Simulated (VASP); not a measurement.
# CoSi (P1) in VASP: settings compared, part 2 of 2

VASP 6.6.1. The steps go on from the part before.

### 3 Electron localisation function, PBE, collinear spin, ferromagnetic start

INCAR

```
PREC = Accurate
ENCUT = 520
EDIFF = 1E-6
ISMEAR = 0
SIGMA = 0.02
LREAL = F
LASPH = T
NELM = 100
ALGO = Normal
ISIF = 2
LWAVE = F
LCHARG = T
ISPIN = 2
MAGMOM = 2 0
LORBIT = 11
LMAXMIX = 4
GGA = PE
LELF = T
```

KPOINTS

```
Automatic mesh
0
Gamma
  9 10 9
```

POSCAR

```
CoSi
1.0
    2.8722606400     -0.0393196700      0.0097061400
   -0.0393196700      2.7429921600     -0.0240786400
    0.0097061400     -0.0240786400      2.8315353700
Co Si
1 1
Direct
    0.9210680600      0.9948622900      0.9022598400
    0.5789319400      0.5051377100      0.5977401600
```

Potentials or basis: VASP PAW PBE potentials, release 64 (Co, Si).

The run is started by

```bash
$ cat potpaw_PBE.64/Co/POTCAR potpaw_PBE.64/Si/POTCAR > POTCAR
$ mpirun -np 1 vasp_std > vasp.out
```

Run time: 80 s. Hardware: 1 thread of Intel Xeon Platinum 8488C (Sapphire Rapids), shared host; peak memory 0.28 GiB.

The run converged. Its results:

* Free energy: -11.1777 eV
* Pressure: 44.5 GPa
* Largest force: 8.587 eV/Å
* Band gap on the k mesh: none (metal or under the smearing width)
* Net moment: 0.00 μB per cell
* Valence electrons inside the program's atomic spheres: Co 8.98; Si 1.74

Forces in eV/Å, atoms in the order of the input:
```
Co   6.067  2.034  5.726
Si  -6.067 -2.034 -5.726
```

Stress tensor (GPa, compression positive):
```
32.81 13.03 44.55
13.03 77.97 11.71
44.55 11.71 22.64
```

Levels at points of the mesh, in eV from the Fermi level:
Spin up:
```tsv
k point	band 4	band 5	band 6	band 7	band 8	band 9	band 10	band 11
(0.00, 0.00, 0.00)	-2.25	-1.41	-1.10	3.73	4.72	4.76	7.09	7.57
(0.00, 0.50, 0.00)	-3.02	-2.51	-1.21	-0.39	5.72	6.71	9.48	10.41
```
Spin down:
| k point | band 4 | band 5 | band 6 | band 7 | band 8 | band 9 | band 10 | band 11 |
| --- | --- | --- | --- | --- | --- | --- | --- | --- |
| (0.00, 0.00, 0.00) | -2.25 | -1.41 | -1.10 | 3.73 | 4.72 | 4.76 | 7.09 | 7.57 |
| (0.00, 0.50, 0.00) | -3.02 | -2.51 | -1.21 | -0.39 | 5.72 | 6.71 | 9.47 | 10.41 |

Caveat: the starting moments collapsed, and a magnetic state may lie lower; so large a pressure means that the cell lies far from this level's equilibrium, or that cutoff or potentials fall short; forces of over 1 eV/Å show positions far from the minimum, so gaps and moduli don't describe the material at rest.

### 4 Atomic charges, PBEsol, collinear spin, ferromagnetic start

INCAR

```
SYSTEM = CoSi
ALGO     = Normal         ! electronic algorithm
EDIFF    = 1E-7           ! SCF threshold, eV
ENCUT    = 520            ! plane-wave cutoff, eV
GGA      = PS             ! functional
ISIF     = 2              ! what is computed and relaxed
ISMEAR   = 0              ! smearing method
ISPIN    = 2              ! spin polarisation
LASPH    = .TRUE.         ! aspherical terms in the spheres
LCHARG   = .FALSE.        ! write CHGCAR
LMAXMIX  = 4              ! l up to which the mixer works
LORBIT   = 10             ! projections on sites
LREAL    = .FALSE.        ! projectors in reciprocal space
LWAVE    = .FALSE.        ! write WAVECAR
MAGMOM   = 2 0            ! initial moments
NELM     = 120            ! most SCF steps
PREC     = Accurate       ! precision mode
SIGMA    = 0.02           ! smearing width, eV
```

KPOINTS

```
k-points
0
G
  9 10 9
  0 0 0
```

POSCAR is that of step 3.

The run is started by

```bash
$ cat potpaw_PBE.64/Co/POTCAR potpaw_PBE.64/Si/POTCAR > POTCAR
$ mpirun -np 1 vasp_std > vasp.out
```

Wall time 1.9 min (1 thread of Intel Xeon Platinum 8375C at 2.90GHz (Ice Lake), shared host); peak memory 0.28 GiB.

Results (log left out):

* Free energy: -12.4587 eV
* Pressure: 38.1 GPa
* Largest force: 8.451 eV/Å
* Band gap on the k mesh: none (metal or under the smearing width)
* Net moment: 0.00 μB per cell
* Valence electrons inside the program's atomic spheres: Co 8.99; Si 1.74

Forces in eV/Å, atoms in the order of the input:
```
Co   5.971  2.020  5.629
Si  -5.971 -2.020 -5.629
```

Stress tensor (GPa, compression positive):
```
26.59 12.98 44.20
12.98 70.80 11.68
44.20 11.68 16.84
```

Levels at points of the mesh, in eV from the Fermi level:
Spin up:
| k point | band 3 | band 4 | band 5 | band 6 | band 7 | band 8 | band 9 | band 10 | band 11 |
| --- | --- | --- | --- | --- | --- | --- | --- | --- | --- |
| (0.00, 0.00, 0.00) | -3.98 | -2.25 | -1.41 | -1.11 | 3.73 | 4.72 | 4.75 | 7.11 | 7.58 |
| (0.00, 0.50, 0.00) | -3.11 | -3.03 | -2.52 | -1.20 | -0.39 | 5.74 | 6.72 | 9.51 | 10.38 |
Spin down:
| k point | band 4 | band 5 | band 6 | band 7 | band 8 | band 9 | band 10 | band 11 |
| --- | --- | --- | --- | --- | --- | --- | --- | --- |
| (0.00, 0.00, 0.00) | -2.25 | -1.41 | -1.11 | 3.73 | 4.72 | 4.75 | 7.11 | 7.58 |
| (0.00, 0.50, 0.00) | -3.03 | -2.52 | -1.20 | -0.39 | 5.74 | 6.72 | 9.51 | 10.38 |

Caveat: the starting moments collapsed, and a magnetic state may lie lower; so large a pressure means that the cell lies far from this level's equilibrium, or that cutoff or potentials fall short; the potentials were made for another functional, which shifts forces and pressure.

### 5 Electron localisation function, PBEsol, collinear spin, ferromagnetic start

INCAR

```
PREC = Accurate ; ENCUT = 520
EDIFF = 1E-7 ; ISMEAR = 0
SIGMA = 0.02 ; LREAL = False
LASPH = True ; NELM = 150
ALGO = Fast ; ISIF = 2
LWAVE = False ; LCHARG = True
ISPIN = 2 ; MAGMOM = 2 0
LORBIT = 11 ; LMAXMIX = 4
GGA = PS ; LELF = True
```

KPOINTS

```
Automatic mesh
0
Gamma
  9 10 9
```

POSCAR is that of step 4.

Potentials or basis: VASP PAW PBE potentials, release 64 (Co, Si).

The run is started by

```bash
$ cat potpaw_PBE.64/Co/POTCAR potpaw_PBE.64/Si/POTCAR > POTCAR
$ mpirun -np 1 vasp_std > vasp.out
```

OUTCAR:

```text
PREC = Accurate
   ENCUT = 520
   EDIFF = 1E-7
   ISMEAR = 0
   LREAL = False
   LASPH = True
   NELM = 150
   ISIF = 2
   ISPIN = 2
   LORBIT = 11
   GGA = PS

 ion  position               nearest neighbor table
   1  0.921  0.995  0.902-   2 1.85   2 1.95   2 2.48   2 2.49   2 2.58   2 2.60   2 3.04   2 3.09

   2  0.579  0.505  0.598-   1 1.85   1 1.95   1 2.48   1 2.49   1 2.58   1 2.60   1 3.04   1 3.09

  LATTYP: Found a triclinic cell.
 ALAT       =     6.2966755622
 B/A-ratio  =     1.0144112796
 C/A-ratio  =     1.3162735163
 COS(alpha) =     0.0003883382
[... 897 lines left out ...]
  external PRESSURE =     380.6752558 kB  Pullay stress =       0.0000000 kB

 VOLUME and BASIS-vectors are now :
 -----------------------------------------------------------------------------
  energy-cutoff  :      520.00
  volume of cell :       22.30
      direct lattice vectors                 reciprocal lattice vectors
     2.872260640 -0.039319670  0.009706140     0.348229905  0.004981627 -0.001151325
    -0.039319670  2.742992160 -0.024078640     0.004981627  0.364663869  0.003083930
     0.009706140 -0.024078640  2.831535370    -0.001151325  0.003083930  0.353195458

 POSITION                                       TOTAL-FORCE (eV/Angst)
 -----------------------------------------------------------------------------------
      2.61519      2.67096      2.53977         5.970778      2.020386      5.629063
      1.64878      1.34843      1.68598        -5.970778     -2.020386     -5.629063
 -----------------------------------------------------------------------------------
    total drift:                               -0.000311      0.000269      0.000096

  FREE ENERGIE OF THE ION-ELECTRON SYSTEM (eV)
  ---------------------------------------------------
  free  energy   TOTEN  =       -12.4586658554 eV

  energy  without entropy=      -12.4583606509  energy(sigma->0) =      -12.45851325

 total charge

# of ion       s       p       d       tot
------------------------------------------
    1        0.525   0.643   7.818   8.986
    2        0.789   0.948   0.000   1.737
--------------------------------------------------
tot          1.314   1.591   7.818  10.724

 magnetization (x)

# of ion       s       p       d       tot
------------------------------------------
    1       -0.000  -0.000  -0.000  -0.000
    2        0.000   0.000   0.000   0.000
--------------------------------------------------
tot         -0.000   0.000  -0.000  -0.000
```

stdout:

```text
POSCAR found type information on POSCAR CoSi
 POSCAR found :  2 types and       2 ions
 scaLAPACK will be used
 -----------------------------------------------------------------------------
|                                                                             |
|                                                                             |
|     You enforced a specific xc type in the INCAR file but a different       |
|     I HOPE YOU KNOW WHAT YOU ARE DOING!                                     |
|                                                                             |
 -----------------------------------------------------------------------------

 LDA part: xc-table for (Slater+PW92), standard interpolation
 POSCAR, INCAR and KPOINTS ok, starting setup
 FFT: planning ... GRIDC
 FFT: planning ... GRID_SOFT
 FFT: planning ... GRID
 WAVECAR not read
 entering main loop
WARNING in EDDRMM: call to ZHEGV failed, returncode =   8  4     11
```

Run time: 1.9 min. Hardware: 1 thread of Intel Xeon Platinum 8375C at 2.90GHz (Ice Lake), shared host; peak memory 0.28 GiB.

Results:

- Free energy: -12.4587 eV
- Pressure: 38.1 GPa
- Largest force: 8.451 eV/Å
- Band gap on the k mesh: none (metal or under the smearing width)
- Net moment: 0.00 μB per cell
- Valence electrons inside the program's atomic spheres: Co 8.99; Si 1.74

Forces on the atoms (eV/Å):
```
Co   5.971  2.020  5.629
Si  -5.971 -2.020 -5.629
```

Caveat: the starting moments collapsed, and a magnetic state may lie lower; so large a pressure means that the cell lies far from this level's equilibrium, or that cutoff or potentials fall short; the potentials were made for another functional, which shifts forces and pressure.
